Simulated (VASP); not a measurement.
AlRu:

```
Ru Al
1.0
     2.99160    0.00000    0.00000
     0.00000    2.99160    0.00000
     0.00000    0.00000    2.99160
Ru Al
1 1
Cartesian
  1.4958 1.4958 1.4958
  0.0000 0.0000 0.0000
```

```yaml
Program: VASP 6.6.1
Task: relaxation of cell and atoms
Functional: vdW-DF2
Potentials_or_basis: VASP PAW PBE potentials, release 64 (Ru_pv, Al)
Cutoff: 600 eV
k_mesh: 9 × 9 × 9
Occupations: fermi-dirac, width 0.05 eV
Spin: no spin polarisation
```

At the start: pressure 13.1 GPa; volume 13.39 Å³/atom.

Q: How do energy, volume and symmetry change on relaxing?

A: Over 4 steps the energy falls by 34.7 meV/atom and the volume is 14.28 Å³/atom (+6.7 %); space group Pm-3m (No. 221, to 0.05 Å).

Step by step:
| step | energy change (eV) | largest force (eV/Å) | pressure (GPa) | volume (Å³) |
| --- | --- | --- | --- | --- |
| 1 | 0.0000 | 0.0000 | 13.14 | 26.77 |
| 2 | 0.0484 | 0.0000 | -12.89 | 31.26 |
| 3 | -0.0693 | 0.0000 | -0.24 | 28.60 |
| 4 | -0.0693 | 0.0000 | 0.00 | 28.57 |

Final structure:
```
Ru Al
1.0
     3.05695    0.00000    0.00000
     0.00000    3.05695    0.00000
     0.00000    0.00000    3.05695
Ru Al
1 1
Direct
  0.50000 0.50000 0.50000
  0.00000 0.00000 0.00000
```

Caveat: the PAW data sets were made with another functional, which shifts forces and pressure a little.
